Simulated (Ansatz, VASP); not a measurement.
As in VASP and in Ansatz

```
CELL_PARAMETERS angstrom
1.90361 1.09905 3.60816
-1.90361 1.09905 3.60816
0.00000 -2.19810 3.60816
ATOMIC_POSITIONS crystal
As 0.77371 0.77371 0.77371
As 0.22629 0.22629 0.22629
```

Alike in both runs: task single point; functional PBE; k mesh 10 × 10 × 10; occupations methfessel-paxton of order 1, width 0.1 eV; no spin polarisation.

|  | VASP | Ansatz |
| --- | --- | --- |
| version | VASP 6.6.1 | Ansatz 0.2.0 |
| potentials or method | VASP PAW PBE potentials, release 64 (As) | plane waves (420 eV) with PAW, scalar-relativistic |
| plane-wave cutoff (eV) | 520 | 420 |
| valence electrons in the cell | 10 | 30 |

Ansatz gave:

```
pressure (GPa)                                  : 0.0
largest component of the traceless stress (GPa) : 0.05
```

Problem. Which values does VASP return?

Solution. Pressure (GPa): 0.2; largest component of the traceless stress (GPa): 0.12.

The two sets of potentials don't hold the same shells in valence.
